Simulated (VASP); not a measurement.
Wanted: an ASE script for a VASP 6.6.1 run.

```
Task                   : band structure
Functional             : PBE
Dispersion             : D3
Potentials or basis    : VASP PAW PBE potentials, release 64 (Ti_sv, C)
Cutoff                 : 520 eV
k mesh                 : 11 × 11 × 11
Occupations            : gaussian, width 0.05 eV
Spin                   : no spin polarisation
Hubbard terms          : Ti d U = 4.5 eV
Further INCAR settings : ALGO = Normal; EDIFF = 1.00e-06; NBANDS = 15; ISYM = 0
```

The structure of TiC lies in TiC.cif:

```cif
data_TiC
_cell_length_a 3.06278896
_cell_length_b 3.06278896
_cell_length_c 3.06278896
_cell_angle_alpha 60.00000000
_cell_angle_beta 60.00000000
_cell_angle_gamma 60.00000000
_space_group_name_H-M_alt 'P1'
_space_group_name_Hall 'P 1'
_space_group_IT_number 1
loop_
_space_group_symop_operation_xyz
'x,y,z'
loop_
_atom_site_label
_atom_site_type_symbol
_atom_site_symmetry_multiplicity
_atom_site_Wyckoff_symbol
_atom_site_fract_x
_atom_site_fract_y
_atom_site_fract_z
_atom_site_occupancy
Ti1 Ti 1 a -0.0382610000 -0.0040730000 -0.0078940000 1
C1 C 1 a 0.5158140000 0.4525730000 0.5139120000 1
```

The cell is a database's computed one.

The cell isn't the ideal one: atoms moved at random, drawn with an rms of 0.1 Å.

These files were run (other wordings do the same):

run.py

```python
from ase.calculators.vasp import Vasp
from ase.dft.bandgap import bandgap
from ase.io import read

atoms = read('TiC.cif')
calc = Vasp(
    directory='calc',
    xc='pbe',
    pp='PBE',
    setups='recommended',
    prec='Accurate',
    encut=520,
    ediff=1e-06,
    ismear=0,
    sigma=0.05,
    lreal=False,
    lasph=True,
    nelm=100,
    algo='Normal',
    isif=2,
    lwave=False,
    lcharg=True,
    lmaxmix=4,
    ldautype=2,
    ldauprint=1,
    ivdw=11,
    ldau_luj={'Ti': {'L': 2, 'U': 4.5, 'J': 0}},
    kpts=[11, 11, 11],
    gamma=True,
    nbands=15,
)
atoms.calc = calc

print('energy (eV):', atoms.get_potential_energy())
print('free energy (eV):', atoms.get_potential_energy(force_consistent=True))
efermi = calc.get_fermi_level()
print('Fermi level (eV):', efermi)
path = atoms.cell.bandpath(npoints=60, eps=1e-4)
print('path:', path.path)
calc.set(kpts=path.kpts, reciprocal=True, icharg=11, isym=0, lcharg=False)
calc.calculate(atoms)
print('gap on the path (eV):', bandgap(calc, efermi=efermi)[0])
print('direct gap on the path (eV):', bandgap(calc, efermi=efermi, direct=True)[0])
```

Potentials or basis: VASP PAW PBE potentials, release 64 (Ti_sv, C).

Run with:

```bash
$ python run.py
```

It gave:

The band gap along the path is none (metal or under the smearing width). The dispersion energy per atom is -0.301 eV.

Caveat: the log is that of the step along the path at fixed density, whose energy, stress, charges and moments have no meaning; U without spin polarisation on a metal has little footing; the U is typed as a test and isn't derived for this compound.

Wall time 2.2 min on 1 thread of AMD EPYC 9R45 96-Core Processor (Zen 5), on a shared host, peak memory 0.12 GiB.
